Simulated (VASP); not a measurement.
# CdS (Greenockite) (P6_3mc) in VASP: single point with B3LYP5

Aim: the single point of CdS (Greenockite) with B3LYP5.

Everything below comes from runs of VASP 6.6.1. Logs are shortened: lines on timing, memory, paths and dates and some standing lists are left out, and cuts for length are marked.

### 1 Starting point

Symmetry: P6_3mc, No. 186, hexagonal system. Conventional cell: a = 4.232 Å, b = 4.232 Å, c = 6.883 Å, α = 90.00°, β = 90.00°, γ = 120.00°. Cd (site symmetry 3m) has 4 S at 2.59 Å as nearest neighbours. S (site symmetry 3m) has 4 Cd at 2.59 Å as nearest neighbours.

### 2 Single point, B3LYP5

Input file POSCAR:

```
CdS
1.0
    4.2317068336      0.0000000000      0.0000000000
   -2.1158534168      3.6647656193      0.0000000000
    0.0000000000      0.0000000000      6.8825104534
Cd S
2 2
Direct
    0.6666666667      0.3333333333      0.4993893115
    0.3333333333      0.6666666667     -0.0006106885
    0.6666666667      0.3333333333      0.8756106885
    0.3333333333      0.6666666667      0.3756106885
```

Input file INCAR.step1:

```
ALGO = Normal ; EDIFF = 1E-5
ENCUT = 520 ; GGA = PE
ISIF = 2 ; ISMEAR = -1
LASPH = T ; LCHARG = F
LREAL = F ; LWAVE = T
NBANDS = 26 ; NELM = 100
PREC = Accurate ; SIGMA = 0.05
```

Input file INCAR.step2:

```
AEXX = 0.2 ; AGGAC = 0.81
AGGAX = 0.72 ; ALDAC = 0.19
ALGO = Normal ; EDIFF = 1E-6
ENCUT = 520 ; GGA = B5
HFRCUT = -1 ; ISIF = 2
ISMEAR = -1 ; ISTART = 1
LASPH = T ; LCHARG = F
LHFCALC = T ; LREAL = F
LWAVE = F ; NBANDS = 26
NELM = 100 ; PREC = Accurate
PRECFOCK = Normal ; SIGMA = 0.05
```

Input file KPOINTS:

```
k-points
0
Gamma
  4 4 2
```

Potentials or basis: VASP PAW PBE potentials, release 64 (Cd, S).

Command:

```bash
$ cat potpaw_PBE.64/Cd/POTCAR potpaw_PBE.64/S/POTCAR > POTCAR
$ cp INCAR.step1 INCAR
$ mpirun -np 1 vasp_std > vasp.out
$ cp INCAR.step2 INCAR
$ mpirun -np 1 vasp_std > vasp.out
```

OUTCAR:

```text
AEXX = 0.2
   EDIFF = 1E-6
   ENCUT = 520
   GGA = B5
   ISIF = 2
   ISMEAR = -1
   ISTART = 1
   LASPH = T
   LHFCALC = T
   LREAL = F
   NELM = 100
   PREC = Accurate
   PRECFOCK = Normal

 ion  position               nearest neighbor table
   1  0.667  0.333  0.499-   4 2.59   4 2.59   4 2.59   3 2.59
   2  0.333  0.667  0.999-   3 2.59   3 2.59   3 2.59   4 2.59
   3  0.667  0.333  0.876-   2 2.59   2 2.59   2 2.59   1 2.59
   4  0.333  0.667  0.376-   1 2.59   1 2.59   1 2.59   2 2.59

  LATTYP: Found a hexagonal cell.
 ALAT       =     4.2317068336
 C/A-ratio  =     1.6264147598

  Lattice vectors:

 A1 = (   4.2317068336,   0.0000000000,   0.0000000000)
 A2 = (  -2.1158534168,   3.6647656193,   0.0000000000)
 A3 = (   0.0000000000,   0.0000000000,   6.8825104534)

Analysis of symmetry for initial positions (statically):
=====================================================================
 Subroutine PRICEL returns:
 Original cell was already a primitive cell.

 Routine SETGRP: Setting up the symmetry group for a
 hexagonal supercell.

 Subroutine GETGRP returns: Found 12 space group operations
 (whereof  6 operations were pure point group operations)
 out of a pool of 24 trial point group operations.

The static configuration has the point symmetry C_3v.
 The point group associated with its full space group is C_6v.

Analysis of symmetry for dynamics (positions and initial velocities):
=====================================================================
 Subroutine PRICEL returns:
 Original cell was already a primitive cell.

 Routine SETGRP: Setting up the symmetry group for a
 hexagonal supercell.

 Subroutine GETGRP returns: Found 12 space group operations
 (whereof  6 operations were pure point group operations)
 out of a pool of 24 trial point group operations.

The dynamic configuration has the point symmetry C_3v.
 The point group associated with its full space group is C_6v.

 Subroutine INISYM returns: Found 12 space group operations
 (whereof  6 operations are pure point group operations),
 and found     1 'primitive' translations

----------------------------------------------------------------------------------------

                                     Primitive cell

  volume of cell :     106.7354

  direct lattice vectors                    reciprocal lattice vectors
     4.231706834  0.000000000  0.000000000     0.236311266  0.136434373  0.000000000
    -2.115853417  3.664765619  0.000000000     0.000000000  0.272868746  0.000000000
     0.000000000  0.000000000  6.882510453     0.000000000  0.000000000  0.145295820

  length of vectors
     4.231706834  4.231706834  6.882510453     0.272868746  0.272868746  0.145295820

  position of ions in fractional coordinates (direct lattice)
     0.666666667  0.333333333  0.499389312
     0.333333333  0.666666667  0.999389312
     0.666666667  0.333333333  0.875610688
     0.333333333  0.666666667  0.375610688

  ion indices of the primitive-cell ions
   primitive index   ion index
                 1           1
                 2           2
                 3           3
                 4           4

----------------------------------------------------------------------------------------

 KPOINTS: k-points

Automatic generation of k-mesh.
 Grid dimensions read from file:
 generate k-points for:    4    4    2

 Generating k-lattice:

  Cartesian coordinates                     Fractional coordinates (reciprocal lattice)
     0.059077817  0.034108593  0.000000000     0.250000000  0.000000000  0.000000000
     0.000000000  0.068217187  0.000000000     0.000000000  0.250000000  0.000000000
     0.000000000  0.000000000  0.072647910     0.000000000  0.000000000  0.500000000

  Length of vectors
     0.068217187  0.068217187  0.072647910

  Shift w.r.t. Gamma in fractional coordinates (k-lattice)
     0.000000000  0.000000000  0.000000000

 Subroutine IBZKPT returns following result:
 ===========================================

 Found      8 irreducible k-points:

 Following reciprocal coordinates:
            Coordinates               Weight
  0.000000  0.000000  0.000000      1.000000
  0.250000 -0.000000  0.000000      6.000000
  0.500000 -0.000000  0.000000      3.000000
  0.250000  0.250000  0.000000      6.000000
  0.000000  0.000000  0.500000      1.000000
  0.250000 -0.000000  0.500000      6.000000
  0.500000 -0.000000  0.500000      3.000000
  0.250000  0.250000  0.500000      6.000000
   k-points           NKPTS =      8   k-points in BZ     NKDIM =     32   number of bands    NBANDS=     26
   number of dos      NEDOS =    301   number of ions     NIONS =      4
   total plane-waves  NPLWV =  55296
   dimension x,y,z NGX =    32 NGY =   32 NGZ =   54
   dimension x,y,z NGXF=    64 NGYF=   64 NGZF=  108
   ions per type =               2   2
   NGX,Y,Z   is equivalent  to a cutoff of  12.57, 12.57, 13.04 a.u.
   NGXF,Y,Z  is equivalent  to a cutoff of  25.14, 25.14, 26.09 a.u.
 SYSTEM =  unknown system
   PREC   = accura    normal or accurate (medium, high low for compatibility)
   ISTART =      1    job   : 0-new  1-cont  2-samecut
   ICHARG =      0    charge: 1-file 2-atom 10-const
   ISPIN  =      1    spin polarized calculation?
   LNONCOLLINEAR =      F non collinear calculations
   LSORBIT =      F    spin-orbit coupling
   LASPH  =      T    aspherical Exc in radial PAW
   ENCUT  =  520.0 eV  38.22 Ry    6.18 a.u.   7.87  7.87 12.80*2*pi/ulx,y,z
   NELM   =    100;   NELMIN=  2; NELMDL=  0     # of ELM steps
   EDIFF  = 0.1E-05   stopping-criterion for ELM
   LREAL  =      F    real-space projection
   EDIFFG = 0.1E-04   stopping-criterion for IOM
   NSW    =      0    number of steps for IOM
   IBRION =     -1    ionic relax: 0-MD 1-quasi-New 2-CG
   NFREE  =      0    steps in history (QN), initial steepest desc. (CG)
   ISIF   =      2    stress and relaxation
   ISYM   =      3    0-nonsym 1-usesym 2-fastsym
   POTIM  = 0.5000    time-step for ionic-motion
   TEBEG  =    0.0;   TEEND  =   0.0 temperature during run
   PSTRESS=    0.0 pullay stress
   NELECT =      36.0000    total number of electrons
   NUPDOWN=      -1.0000    fix difference up-down
   EMIN   =  10.00;   EMAX   =-10.00  energy-range for DOS
   EFERMI =   0.00;   METHOD = LEGACY
   ISMEAR =    -1;   SIGMA  =   0.05  broadening in eV -4-tet -1-fermi 0-gaus
   EFERMI_NEDOS =   21; number of points for ismear=-14 and -15
   IALGO  =     38    algorithm
   IMIX   =      1    mixing-type and parameters
     AMIX     =   0.40;   BMIX     =  1.00
     AMIX_MAG =   1.60;   BMIX_MAG =  1.00
  volume/ion in A,a.u.               =      26.68       180.07
  Fermi-wavevector in a.u.,A,eV,Ry     =   1.139566  2.153467 17.668668  1.298610
  Thomas-Fermi vector in A             =   2.276269
   LORBIT       =      0    0 simple, 1 ext, 2 COOP (PROOUT), +10 PAW based schemes
   GGA     = B5    functional components
   LHFCALC =     T    Hartree Fock is set to
   PRECFOCK=normal    Normal, Fast or Accurate (Low or Medium for compatibility)
   ENCUT4O =  -1.0   cutoff for four orbital integrals eV
   NKREDX  =     1    reduce k-point grid by
   NKREDY  =     1    reduce k-point grid by
   NKREDZ  =     1    reduce k-point grid by
   AEXX    =    0.2000 exact exchange contribution
   HFSCREEN=    0.0000 screening length (either q_TF or 0.3 A-1)
   HFSCREENC=   0.0000 screening length for correlation (either q_TF or 0.3 A-1)
   ENCUTFOCK=  -1.0 apply spherical cutoff to Coloumb kernel
   IVDW    =     0    specifies the selected vdW correction
   LEPSILON=     F    determine dielectric tensor
   LRPA    =     F    only Hartree local field effects (RPA)
 non-spin polarized calculation
  energy-cutoff  :      520.00
  volume of cell :      106.74
 maximum number of plane-waves:      2886
 NGX is ok and might be reduce to    32
  NGX = 24; NGY = 24; NGZ = 40

 number of electron      36.0000000 magnetization

 Free energy of the ion-electron system (eV)
  ---------------------------------------------------
  ext. energy  EPLUGINS =         0.00000000
  ---------------------------------------------------
  free energy    TOTEN  =       -13.86142550 eV

  energy without entropy =      -13.86142550  energy(sigma->0) =      -13.86142550

 E-fermi :   1.3301     XC(G=0):  -6.9772

 val. band max:        0.1955890873   @ k =   0.0000   0.0000   0.0000
 cond. band min:       2.5302647524   @ k =   0.0000   0.0000   0.0000
 fundamental gap:      2.3346756652
 Fermi energy:         1.3301158889

 k-point     1 :       0.0000    0.0000    0.0000
  band No.  band energies     occupation
      1     -12.7510      2.00000
      2     -12.3700      2.00000
      3      -8.3145      2.00000
      4      -8.3045      2.00000
      5      -8.3045      2.00000
      6      -8.2352      2.00000
[... 18 lines left out ...]
     25       9.2729      0.00000
     26       9.2729      0.00000

 k-point     2 :       0.2500   -0.0000    0.0000
  band No.  band energies     occupation
      1     -12.5715      2.00000
      2     -12.2959      2.00000
      3      -8.2619      2.00000
      4      -8.2485      2.00000
      5      -8.1655      2.00000
      6      -8.1503      2.00000
[... 18 lines left out ...]
     25       9.6335      0.00000
     26      10.1759      0.00000

 k-point     3 :       0.5000   -0.0000    0.0000
  band No.  band energies     occupation
      1     -12.3758      2.00000
      2     -12.2583      2.00000
      3      -8.2242      2.00000
      4      -8.2131      2.00000
      5      -8.0693      2.00000
      6      -8.0546      2.00000
[... 18 lines left out ...]
     25      10.0513      0.00000
     26      11.6530      0.00000

 k-point     4 :       0.2500    0.2500    0.0000
  band No.  band energies     occupation
      1     -12.3727      2.00000
      2     -12.2549      2.00000
      3      -8.2402      2.00000
      4      -8.1766      2.00000
      5      -8.0995      2.00000
      6      -8.0807      2.00000
[... 18 lines left out ...]
     25       9.4331      0.00000
     26      11.0538      0.00000

 k-point     5 :       0.0000    0.0000    0.5000
  band No.  band energies     occupation
      1     -12.5522      2.00000
      2     -12.5522      2.00000
      3      -8.2754      2.00000
      4      -8.2754      2.00000
      5      -8.2754      2.00000
      6      -8.2754      2.00000
[... 18 lines left out ...]
     25       8.5072      0.00000
     26       8.5072      0.00000

 k-point     6 :       0.2500   -0.0000    0.5000
  band No.  band energies     occupation
      1     -12.4244      2.00000
      2     -12.4244      2.00000
      3      -8.2144      2.00000
      4      -8.2144      2.00000
      5      -8.2008      2.00000
      6      -8.2008      2.00000
[... 18 lines left out ...]
     25       9.4472      0.00000
     26       9.4472      0.00000

 k-point     7 :       0.5000   -0.0000    0.5000
  band No.  band energies     occupation
      1     -12.3084      2.00000
      2     -12.3084      2.00000
      3      -8.1943      2.00000
      4      -8.1943      2.00000
      5      -8.1374      2.00000
      6      -8.1374      2.00000
[... 18 lines left out ...]
     25      10.0758      0.00000
     26      10.0758      0.00000

 k-point     8 :       0.2500    0.2500    0.5000
  band No.  band energies     occupation
      1     -12.3055      2.00000
      2     -12.3055      2.00000
      3      -8.1727      2.00000
      4      -8.1727      2.00000
      5      -8.1457      2.00000
      6      -8.1457      2.00000
[... 18 lines left out ...]
     25       9.9674      0.00000
     26       9.9674      0.00000

------------------------ aborting loop because EDIFF is reached ----------------------------------------

  FORCE on cell =-STRESS in cart. coord.  units (eV):
  Direction    XX          YY          ZZ          XY          YZ          ZX
  --------------------------------------------------------------------------------------
  -------------------------------------------------------------------------------------
  Total        0.1611901      0.1611901      0.0767215      0.0000000      0.0000000      0.0000000
  in kB        2.4195813      2.4195813      1.1516460      0.0000000      0.0000000      0.0000000
  external PRESSURE =       1.9969362 kB  Pullay stress =       0.0000000 kB

 VOLUME and BASIS-vectors are now :
 -----------------------------------------------------------------------------
  energy-cutoff  :      520.00
  volume of cell :      106.74
      direct lattice vectors                 reciprocal lattice vectors
     4.231706834  0.000000000  0.000000000     0.236311266  0.136434373  0.000000000
    -2.115853417  3.664765619  0.000000000     0.000000000  0.272868746  0.000000000
     0.000000000  0.000000000  6.882510453     0.000000000  0.000000000  0.145295820

 POSITION                                       TOTAL-FORCE (eV/Angst)
 -----------------------------------------------------------------------------------
      2.11585      1.22159      3.43705        -0.000000      0.000000      0.000336
     -0.00000      2.44318      6.87831         0.000000     -0.000000      0.000336
      2.11585      1.22159      6.02640        -0.000000     -0.000000     -0.000336
     -0.00000      2.44318      2.58514        -0.000000      0.000000     -0.000336
 -----------------------------------------------------------------------------------
    total drift:                                0.000000     -0.000000     -0.000258

  FREE ENERGIE OF THE ION-ELECTRON SYSTEM (eV)
  ---------------------------------------------------
  free  energy   TOTEN  =       -13.8614255001 eV

  energy  without entropy=      -13.8614255001  energy(sigma->0) =      -13.86142550
```

Wall time 30 min (1 thread of AMD EPYC 7R43 (Zen 3), shared host); peak memory 0.22 GiB.

Results:

| Property | Result |
| --- | --- |
| Free energy | -13.8614 eV |
| Pressure | 0.2 GPa |
| Band gap on the k mesh | 2.33 eV, direct |

Caveat: the k mesh is coarse (spacing up to 0.46 Å⁻¹), so the values aren't converged, least of all with exact exchange; the PAW data sets were made with another functional, which shifts forces and pressure a little.
